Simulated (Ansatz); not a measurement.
## SiC (Moissanite) under changes of volume

One of the cells (10.341 Å³/atom); the others are scaled copies at fixed shape and fractional positions:

```
Si C
1.0
     3.07600    0.00000    0.00000
    -1.53800    2.66389    0.00000
     0.00000    0.00000    5.04800
Si C
2 2
Direct
  0.66667 0.33333 0.50000
  0.33333 0.66667 0.00000
  0.66667 0.33333 0.88500
  0.33333 0.66667 0.38500
```

* Program: Ansatz 0.2.0
* Functional: PBE
* Potentials or basis: Ansatz PAW
* Cutoff: 420 eV (not typed: the program's choice for these potentials)
* k mesh: 10 × 10 × 5
* Occupations: fermi-dirac, width 0.05 eV
* Spin: no spin polarisation

```tsv
volume (Å³/atom)	energy over the lowest point (meV/atom)	pressure (GPa)	gap on the mesh (eV)	largest force (eV/Å)
9.721	45.42	19.5	2.38	0.855
9.927	24.00	13.7	2.41	0.819
10.134	9.74	8.5	2.45	0.785
10.341	1.92	3.7	2.48	0.753
10.548	0.00	-0.6	2.51	0.722
10.755	3.39	-4.6	2.52	0.693
10.961	?	?	?	?
```

What does the run at 10.961 Å³/atom give?

Energy over the lowest point 11.63 meV/atom; pressure -8.1 GPa; gap on the mesh 2.49 eV; largest force 0.665 eV/Å.

Worked out: A Birch-Murnaghan fit of order 3 (a polynomial in V^(-2/3)) to the other rows has its minimum at 10.52 Å³/atom with B0 = V·E''(V) = 212 GPa and B' = 4.2 at fixed shape and positions, which overstates the stiffness. It gives 11.50 meV/atom at 10.961 Å³/atom, against the run's 11.63, and -dE/dV = -8.0 GPa, against -8.1. A parabola through the other rows of the gap, of slope 0.717 eV per unit of ln V there, extrapolates to 2.54 eV, against the run's 2.49.

Energies are extrapolated to zero smearing.

Caveats: odd divisions of the mesh miss points on the zone boundary, where band edges often lie, so the gap on the mesh can be too wide.

A mesh can miss the band edges.
